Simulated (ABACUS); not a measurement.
Input of an ABACUS 3.10.1 run:

Contents of INPUT:

```
INPUT_PARAMETERS
suffix              Sb
calculation         scf
basis_type          pw
pseudo_dir          ./
symmetry            1
dft_functional      pbe
ecutwfc             81
pseudo_rcut         10
nspin               1
nbands              19
ks_solver           dav
smearing_method     fd
smearing_sigma      0.00367493
scf_thr             1e-08
scf_nmax            100
mixing_type         broyden
mixing_beta         0.7
cal_force           1
cal_stress          1
kpar                4
```

STRU

```
ATOMIC_SPECIES
Sb 121.7600 Sb.upf

LATTICE_CONSTANT
1.8897261246

LATTICE_VECTORS
2.1542000000 1.2437279499 3.7580000000
-2.1542000000 1.2437279499 3.7580000000
0.0000000000 -2.4874558998 3.7580000000

ATOMIC_POSITIONS
Direct

Sb
0.0
2
0.7676430000 0.7550740000 0.7647910000 1 1 1
0.2500380000 0.2274410000 0.2223170000 1 1 1
```

KPT

```
K_POINTS
0
Gamma
8 8 8 0 0 0
```

Potentials or basis: PseudoDojo NC SR 0.4.1 PBE standard, plane waves.

Command:

```bash
$ OMP_NUM_THREADS=1 mpirun -np 4 abacus > log
```

Question: What does it give for the largest force?

Answer: 0.108 eV/Å.

Question: What does it give for the band gap on the k mesh?

Answer: None (metal or under the smearing width).

Question: Predict the pressure.

Answer: 2.1 GPa.

Stress tensor (GPa, compression positive):
```
 2.52  0.13 -0.25
 0.13  2.32 -0.47
-0.25 -0.47  1.61
```

The run has no spin-orbit coupling, so splittings on Sb are missing.
